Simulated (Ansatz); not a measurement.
Zr (Im-3m); total moment held at 1 μB.

```xyz
1
Lattice="-1.8100 1.8100 1.8100 1.8100 -1.8100 1.8100 1.8100 1.8100 -1.8100" Properties=species:S:1:pos:R:3 pbc="T T T"
Zr    0.0000    0.0000    0.0000
```

The source of the geometry is a structure as deposited in COD; atoms and cell stay fixed.

Functional, mesh and filling: PBE, 13×13×13 k mesh, Fermi–Dirac smearing of 0.1 eV. PAW means Ansatz 0.2.0 on its default frozen-core files. Site moments are integrated in spheres about the atoms. Start moments (μB): Zr 1.

The self-consistent cycle went as follows.

```json
{"iteration": "1", "Harris–Foulkes energy less the last (meV)": "24.236", "density residual (eV)": "1.8e-01", "M (μB)": "1.0000", "∫|m| (μB)": "1.0000"}
{"iteration": "2", "Harris–Foulkes energy less the last (meV)": "34.945", "density residual (eV)": "4.7e-02", "M (μB)": "1.0000", "∫|m| (μB)": "1.0000"}
{"iteration": "3", "Harris–Foulkes energy less the last (meV)": "3.654", "density residual (eV)": "3.5e-04", "M (μB)": "1.0000", "∫|m| (μB)": "1.0000"}
{"iteration": "4", "Harris–Foulkes energy less the last (meV)": "0.085", "density residual (eV)": "1.2e-05", "M (μB)": "1.0000", "∫|m| (μB)": "1.0000"}
{"iteration": "5", "Harris–Foulkes energy less the last (meV)": "0.014", "density residual (eV)": "4.1e-07", "M (μB)": "1.0000", "∫|m| (μB)": "1.0000"}
{"iteration": "6", "Harris–Foulkes energy less the last (meV)": "0.001", "density residual (eV)": "2.0e-09", "M (μB)": "1.0000", "∫|m| (μB)": "1.0000"}
{"iteration": "7", "Harris–Foulkes energy less the last (meV)": "0.000", "density residual (eV)": "2.9e-10", "M (μB)": "1.0000", "∫|m| (μB)": "1.0000"}
{"iteration": "8", "Harris–Foulkes energy less the last (meV)": "0.000", "density residual (eV)": "5.0e-13", "M (μB)": "1.0000", "∫|m| (μB)": "1.0000"}
```

Site moments (μB): Zr 0.64. Cell moment 1.00 μB.

The Ansatz runs typed with the search for lower states off end where their start leads. The magnetic state is the one that this cell and start allow. It needn't be the compound's measured order, which may need a larger cell or be absent.
